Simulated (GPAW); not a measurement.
A run of GPAW 26.7.0:

Contents of run.py:

```python
from ase.dft.bandgap import bandgap
from ase.io import read, write
from ase.units import GPa
from gpaw import GPAW, PW

atoms = read('ZnS.xyz')

calc = GPAW(mode=PW(600),
            xc='PBE',
            kpts={'size': (8, 8, 2), 'gamma': True},
            occupations={'name': 'methfessel-paxton', 'order': 0, 'width': 0.011},
            nbands=84,
            convergence={'density': 1e-05, 'energy': 1e-05},
            maxiter=150,
            txt='gpaw.txt')
atoms.calc = calc
energy = atoms.get_potential_energy()
forces = atoms.get_forces()
stress = atoms.get_stress()
calc.write('gs.gpw')
write('result.traj', atoms)
print(f'Energy: {energy:.6f} eV')
print('Forces (eV/A):')
print(forces.round(4))
print('Stress (GPa):', (stress / GPa).round(3))
print('Fermi level:', round(calc.get_fermi_level(), 4), 'eV')
print(f'Gap: {bandgap(calc)[0]:.4f} eV, direct: {bandgap(calc, direct=True)[0]:.4f} eV')
```

The input ZnS.xyz:

```xyz
12
Lattice="3.8120000000 0.0000000000 0.0000000000 -1.9060000000 3.3012888392 0.0000000000 0.0000000000 0.0000000000 18.6899900000" Properties=species:S:1:pos:R:3 pbc="T T T"
Zn    -0.0000000002      2.2008592262     15.5749293667
Zn     1.9060000002      1.1004296130      6.2299343667
Zn     1.9060000002      1.1004296130     12.4600556333
Zn    -0.0000000002      2.2008592262      3.1150606333
Zn     0.0000000000      0.0000000000      9.3449950000
Zn     0.0000000000      0.0000000000      0.0000000000
S     -0.0000000002      2.2008592262     17.9111781167
S      1.9060000002      1.1004296130      8.5661831167
S      1.9060000002      1.1004296130     14.7963043833
S     -0.0000000002      2.2008592262      5.4513093833
S      0.0000000000      0.0000000000     11.6812437500
S      0.0000000000      0.0000000000      2.3362487500
```

Potentials or basis: GPAW PAW data sets (gpaw-data 1.2.1), pw.

Run with:

```bash
$ OMP_NUM_THREADS=1 python run.py
```

Hardware: 1 thread of Arm Neoverse V2 (shared host).

Problem. Estimate the wall time of this run.

Solution. Run time: 6.6 min on 1 thread of Arm Neoverse V2 (shared host), peak memory 0.53 GiB. Counts: scf iterations 15, plane waves 7890, bands 84, k points 20.
